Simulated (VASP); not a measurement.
**Se: single point with PBE**

Se:

```
CELL_PARAMETERS angstrom
1.39427 -4.03900 0.00000
1.39427 4.03900 0.00000
0.00000 0.00000 4.61343
ATOMIC_POSITIONS crystal
Se 0.06434 0.93566 0.25000
Se 0.93566 0.06434 0.75000
```

This isn't the form of Se at room conditions, which is trigonal, of chains.

```json
{
  "Program": "VASP 6.6.1",
  "Task": "single point",
  "Functional": "PBE",
  "Potentials or basis": "VASP PAW PBE potentials, release 64 (Se_GW)",
  "Cutoff": "500 eV",
  "k mesh": "4 × 4 × 3",
  "Occupations": "gaussian, width 0.02 eV",
  "Spin": "no spin polarisation",
  "Further INCAR settings": "ALGO = Normal; EDIFF = 1e-07; NBANDS = 13"
}
```

| Item | Value |
| --- | --- |
| Pressure | 2.1 GPa |
| Largest force | 0.114 eV/Å |
| Band gap on the k mesh | none (metal or under the smearing width) |

Forces on the atoms (eV/Å):
```
Se   0.000  0.114  0.000
Se   0.000 -0.114  0.000
```

Stress tensor (GPa, compression positive):
```
4.22 0.00 0.00
0.00 0.47 0.00
0.00 0.00 1.68
```

Levels at points of the mesh, in eV from the Fermi level:
```csv
k point,band 4,band 5,band 6,band 7,band 8,band 9
"(0.00, 0.00, 0.00)",-2.05,-1.88,2.39,2.72,4.77,5.76
"(0.50, 0.00, 0.00)",-4.35,-3.21,-0.92,-0.08,3.58,5.32
"(0.50, 0.50, 0.00)",-3.98,-1.83,1.03,2.20,4.87,8.79
```

Wall time 9.3 s on 1 thread of Intel(R) Xeon(R) Platinum 8488C (Sapphire Rapids), on a shared host, peak memory 0.17 GiB.

Caveat: the k mesh is coarse (spacing up to 0.60 Å⁻¹), so the values aren't converged.
